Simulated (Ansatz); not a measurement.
Crystal: P.

```
CELL_PARAMETERS angstrom
1.64774 -5.46504 0.00000
1.64774 5.46504 0.00000
0.00000 0.00000 4.54364
ATOMIC_POSITIONS crystal
P 0.90414 0.09586 0.58882
P 0.09586 0.90414 0.41118
P 0.59586 0.40414 0.08882
P 0.40414 0.59586 0.91118
```

Base run:

- Program: Ansatz 0.2.0
- Functional: HSE06 form with a typed share of exact exchange
- Potentials or basis: Ansatz PAW
- Cutoff: 420 eV (not typed: the program's choice for these potentials)
- k mesh: 5 × 5 × 4
- Occupations: fermi-dirac, width 0.05 eV
- Spin: no spin polarisation

Its results: band gap on the k mesh 0.78 eV, direct; pressure 0.8 GPa; largest force 0.183 eV/Å.

Question: After a change of settings the same cell gave: band gap on the k mesh 1.72 eV, direct; pressure -2.1 GPa; largest force 0.334 eV/Å. Which change was it?
A. share of exact exchange from 0.15 to 0.35
B. share of exact exchange from 0.15 to 0.1
C. share of exact exchange from 0.15 to 0
D. share of exact exchange from 0.15 to 0.5

Answer: D.

Caveats: odd divisions of the mesh miss points on the zone boundary, where band edges often lie, so the gap on the mesh can be too wide; the PAW data sets come from PBE, with cores solved anew for the run's functional, which leaves a small shift of forces and pressure; the thresholds are loose for stress.
